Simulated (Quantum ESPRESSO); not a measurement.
Crystal: Pb.

```
Pb
1.0
     0.00000    2.47502    2.47502
     2.47502    0.00000    2.47502
     2.47502    2.47502    0.00000
Pb
1
Direct
  0.00000 0.00000 0.00000
```

| Item | Value |
| --- | --- |
| Program | Quantum ESPRESSO 7.5 |
| Task | phonons and electron-phonon coupling |
| Functional | PBEsol |
| Potentials or basis | PseudoDojo 0.4.1 SR PBEsol standard |
| Cutoff | 762 eV |
| Density cutoff | 3048 eV |
| k mesh | 8 × 8 × 8 |
| Occupations | methfessel-paxton, width 0.272 eV |
| Spin | no spin polarisation |
| Mixing beta | 0.5 |
| Most SCF iterations | 120 |
| SCF threshold | 2e-10 Ry |
| q mesh | 4 × 4 × 4 |

The cell and the atoms were relaxed first, to 30.11 Å³/atom (a = 3.492 Å, b = 3.492 Å, c = 3.492 Å, α = 60.00°, β = 60.00°, γ = 60.00°), and the response was taken there.

**Question.** Is this structure dynamically stable at this level, and how far does the spectrum reach?

**Answer.** Probably: the only imaginary values, down to 4i cm⁻¹ near q = (0.06, 0.06, 0.12), are small enough to come from the interpolation. The highest frequency is 78 cm⁻¹.

Phonon frequencies at the corners of the path (cm⁻¹, interpolated; i marks imaginary ones):
```
point  frequencies
    Γ        0 0 0
    X     55 55 76
    W     55 59 59
    K     46 65 68
    L     35 35 73
    U     46 65 68
```

Phonon states per cell in windows of 5 cm⁻¹ (negative: imaginary):
| from (cm⁻¹) | total |
| --- | --- |
| 0 | 0.01 |
| 5 | 0.02 |
| 10 | 0.03 |
| 15 | 0.04 |
| 20 | 0.06 |
| 25 | 0.09 |
| 30 | 0.13 |
| 35 | 0.26 |
| 40 | 0.40 |
| 45 | 0.40 |
| 50 | 0.31 |
| 55 | 0.28 |
| 60 | 0.11 |
| 65 | 0.14 |
| 70 | 0.58 |
| 75 | 0.15 |

Caveat: the mesh is thin for the phonons of a metal; the interpolated spectrum has imaginary branches, which spoil the λ, ω_log and α²F that the log prints; λ from interpolated matrix elements is rough: modes that symmetry makes equal can differ by tens of percent.
